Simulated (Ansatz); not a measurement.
The system is WS2.

```xyz
3
Lattice="1.5790 0.9116 6.1633 -1.5790 0.9116 6.1633 0.0000 -1.8233 6.1633" Properties=species:S:1:pos:R:3 pbc="T T T"
W     0.0000    0.0000    0.0000
S     0.0000    0.0000   10.7427
S     0.0000    0.0000   13.8730
```

Measurements of this composition are mostly on another form, of space group No. 194.

Base run:

- Program: Ansatz 0.2.0
- Functional: LDA
- Potentials or basis: Ansatz PAW
- Cutoff: 420 eV (not typed: the program's choice for these potentials)
- k mesh: 10 × 10 × 10
- Occupations: fermi-dirac, width 0.05 eV
- Spin: no spin polarisation

Its results: band gap on the k mesh 0.98 eV, indirect (least direct gap 2.22 eV); pressure -3.7 GPa; largest force 0.585 eV/Å.

Task: The run is repeated on the same cell with these changes: functional from LDA to r2SCAN; cutoff from 420 eV (not typed: the program's choice for these potentials) to 500 eV (not typed: the program's choice for these potentials). What comes out?

Result: Band gap on the k mesh 1.17 eV, indirect (least direct gap 2.37 eV); pressure 2.6 GPa; largest force 0.621 eV/Å.

r2SCAN gives the wider gap, since meta-GGAs in the generalised Kohn-Sham scheme recover part of the derivative discontinuity.

Caveats: spin-orbit coupling is left out, which moves the levels of the heavy elements; the PAW data sets come from PBE, with cores solved anew for the run's functional, which leaves a small shift of forces and pressure; the k mesh misses the band edges, so the gap on the mesh is wider than the one along the path (some runs).
